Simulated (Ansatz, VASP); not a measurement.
# One calculation of Al, two programs

```xyz
8
Lattice="4.9044 -0.8026 0.0017 -0.8153 4.9025 0.0014 -0.0001 -0.0030 5.6465" Properties=species:S:1:pos:R:3 pbc="T T T"
Al   -0.0001   -0.0011    2.1173
Al   -0.0001   -0.0025    4.9406
Al    4.4965    1.6479    0.7083
Al    4.4971    1.6472    3.5315
Al    2.4518   -0.4022    0.7067
Al    2.4525   -0.4028    3.5300
Al    2.0445    2.0487    2.1189
Al    2.0445    2.0473    4.9421
```

Change from the starting cell: cell x8, atoms moved at random (sigma 0.05 Å) and cell strained at random (1.5 %), then relaxed without symmetry.

Alike in both runs: functional PBE; k mesh 4 × 4 × 4; occupations gaussian, width 0.2 eV; no spin polarisation.

Ansatz relaxed the structure, and its values are those at the end. VASP's run is a single point on that final structure, the one shown.

```csv
,VASP,Ansatz
version,VASP 6.6.1,Ansatz 0.2.0
potentials or method,"VASP PAW PBE potentials, release 64 (Al)","scalar-relativistic, plane waves, PAW"
plane-wave cutoff (eV),520,420
valence electrons in the cell,24,24
```

```tsv
	VASP	Ansatz	Ansatz less VASP
gap on the k mesh at the Fermi level (eV)	none	none	-
pressure (GPa)	0.0	0.0	+0.04
```

A gap of «none» marks a metal or a gap that the smearing closes.
